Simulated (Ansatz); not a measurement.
**Ti (Fm-3m): equation of state with a fit from a Python script**

Where is the equilibrium volume of Ti (Fm-3m), and how stiff is it? A script is to give an equation of state with a fit; the system is Ti (Fm-3m).

This is Ti in the fcc structure; at room conditions it is hcp.

Program: Ansatz 0.2.0, driven from Python. Level of theory: DFT with a functional composed in the script, plane waves, PAW. These are calculated values, not measurements.

### Step 1. The system

The structure is cubic, space group Fm-3m (No. 225). Conventional cell: a = 4.060 Å, b = 4.060 Å, c = 4.060 Å, α = 90.00°, β = 90.00°, γ = 90.00°. Ti (site symmetry m-3m) has 12 Ti at 2.87 Å as nearest neighbours.

The script holds or builds the structure itself.

### Step 2. Script

eos_ti.py

```python
"""Bulk modulus of Ti from an E(V) curve."""

import ansatz
from ase.eos import EquationOfState
from ase.units import GPa
import numpy as np

vectors0 = np.array([
    [0.0, 2.03, 2.03],
    [2.03, 0.0, 2.03],
    [2.03, 2.03, 0.0],
])
sites = [
    ("Ti", (0.0, 0.0, 0.0)),
]


def crystal_on(cell):
    crystal = ansatz.Crystal(lattice=ansatz.Lattice.of(cell))
    for symbol, position in sites:
        crystal = crystal.atom(symbol, position)
    return crystal

# uniform scaling of the cell
volumes, energies, pressures = [], [], []
for scale in np.linspace(0.94, 1.06, 7):
    cell = vectors0 * scale ** (1 / 3)
    calculation = crystal_on(cell).calculation()
    calculation = calculation.functional(exchange="pbe", correlation="pbe").basis(24 * ansatz.Ha, xc_grid=2)
    calculation = calculation.occupations("methfessel_paxton", width=0.02).eigensolver("davidson")
    calculation = calculation.scf(tolerance=1e-06, extra_bands=12)
    calculation = calculation.kpoints(10, 10, 10)
    calculation = calculation.stress()
    data = calculation.run().report
    volumes.append(abs(np.linalg.det(cell)) / len(sites))
    energies.append(data["free_energy_ev"] / len(sites))
    pressures.append(np.trace(data["stress_gpa"]) / 3)
    print(f"V = {volumes[-1]:8.4f} A^3/atom  F = {energies[-1]:.5f} eV/atom  P = {pressures[-1]:8.3f} GPa")

eos = EquationOfState(volumes, energies, eos="sj")
v0, e0, bulk = eos.fit()
print(f"V0 = {v0:.4f} A^3/atom, E0 = {e0:.5f} eV/atom, B = {bulk / GPa:.1f} GPa")
eos.plot("eos.png")
```

### Step 3. The input behind the calls

The engine receives this input (first run):

```yaml
crystal:
  lattice:
    - [0.0, 1.9885598006925898, 1.9885598006925898]
    - [1.9885598006925898, 0.0, 1.9885598006925898]
    - [1.9885598006925898, 1.9885598006925898, 0.0]
  atoms:
    - { symbol: Ti, position: [0.0, 0.0, 0.0] }
basis:
  ecutwfc: 653.073269903712
  xc_grid: 2
kpoints:
  mp_grid:
    grid: [10, 10, 10]
hamiltonian:
  xc:
    exchange: pbe
    correlation: pbe
scf:
  n_extra_bands: 12
  convergence:
    dr2_threshold: 1.0e-06
  occupations:
    method: methfessel_paxton
    width: 0.02
  eigensolver:
    kind: davidson
output:
  stress: true
```

### Step 4. The run

The run is started by

```sh
python eos_ti.py
```

What it wrote:

```text
DeckWarning: output.stress: scf.convergence.dr2_threshold = 1e-6 eV is looser than the 1e-10 eV advised for a printed stress (1e-10 eV for each atom of the cell: 1). What an SCF threshold leaves in a stress goes as its square root, and in the free energy as the threshold itself, and one threshold admits the most on a [...]
V =  15.7270 A^3/atom  F = -2499.55215 eV/atom  P =   12.603 GPa
V =  16.0616 A^3/atom  F = -2499.57517 eV/atom  P =    9.491 GPa
V =  16.3962 A^3/atom  F = -2499.59199 eV/atom  P =    6.659 GPa
V =  16.7309 A^3/atom  F = -2499.60314 eV/atom  P =    4.057 GPa
V =  17.0655 A^3/atom  F = -2499.60908 eV/atom  P =    1.659 GPa
V =  17.4001 A^3/atom  F = -2499.61019 eV/atom  P =   -0.569 GPa
V =  17.7347 A^3/atom  F = -2499.60695 eV/atom  P =   -2.478 GPa
V0 = 17.3154 A^3/atom, E0 = -2499.61035 eV/atom, B = 111.4 GPa
```

(Warnings from the package without file and line, shortened.)

It took 12 s on 1 thread, shared host.

### Step 5. Inputs of later runs

The engine's inputs for some of the other runs:

Run 3, against run 1:

```diff
@@ -3,3 +3,3 @@
-    - [0.0, 1.9885598006925898, 1.9885598006925898]
-    - [1.9885598006925898, 0.0, 1.9885598006925898]
-    - [1.9885598006925898, 1.9885598006925898, 0.0]
+    - [0.0, 2.016375428409915, 2.016375428409915]
+    - [2.016375428409915, 0.0, 2.016375428409915]
+    - [2.016375428409915, 2.016375428409915, 0.0]
```

Run 4, against run 1:

```diff
@@ -3,3 +3,3 @@
-    - [0.0, 1.9885598006925898, 1.9885598006925898]
-    - [1.9885598006925898, 0.0, 1.9885598006925898]
-    - [1.9885598006925898, 1.9885598006925898, 0.0]
+    - [0.0, 2.03, 2.03]
+    - [2.03, 0.0, 2.03]
+    - [2.03, 2.03, 0.0]
```

Run 5, against run 1:

```diff
@@ -3,3 +3,3 @@
-    - [0.0, 1.9885598006925898, 1.9885598006925898]
-    - [1.9885598006925898, 0.0, 1.9885598006925898]
-    - [1.9885598006925898, 1.9885598006925898, 0.0]
+    - [0.0, 2.0434441004070294, 2.0434441004070294]
+    - [2.0434441004070294, 0.0, 2.0434441004070294]
+    - [2.0434441004070294, 2.0434441004070294, 0.0]
```

Lines on the test bed's own set-up are left out of the output.

### Step 6. What each run gave

One row for each of the 7 runs:

```csv
run,volume (Å³/atom),energy from run 6 (meV/atom),pressure (GPa),SCF cycles,CPU time (s)
1,15.727,58.04,12.60,4,0.96
2,16.062,35.02,9.49,4,1.3
3,16.396,18.20,6.66,4,1.3
4,16.731,7.05,4.06,4,1.3
5,17.065,1.11,1.66,4,1.4
6,17.400,0.00,-0.57,4,1.4
7,17.735,3.24,-2.48,4,1.4
```

Energies are free energies F = E - TS of the smeared occupations. 

### Step 7. Outcome

| quantity | value |
| --- | --- |
| runs compared | 7 |
| range of energy | 58.04 meV/atom |
| lowest point, volume (Å³/atom) | 17.400 |
| equilibrium volume (fit) | 17.32 Å³/atom |
| bulk modulus (fit) | 111 GPa |

What this shows: A third-order Birch-Murnaghan fit through the 7 points (the script's own form differs a little) has its minimum at 17.32 Å³ an atom, 3.5 % above the typed cell, with a bulk modulus of 111 GPa and dB/dP = 3.4. From that minimum the energy rises by 58.2 meV an atom on the compressed side and 3.4 meV on the expanded side. The window is off centre, so dB/dP is rough. No spin polarisation was allowed. For a metal this k-point mesh is coarse: on a finer one energies can move by several to tens of meV an atom and pressures by half a GPa or more, differences at one mesh by less. Pressure is positive in compression. This isn't the structure that Ti takes at ambient conditions.
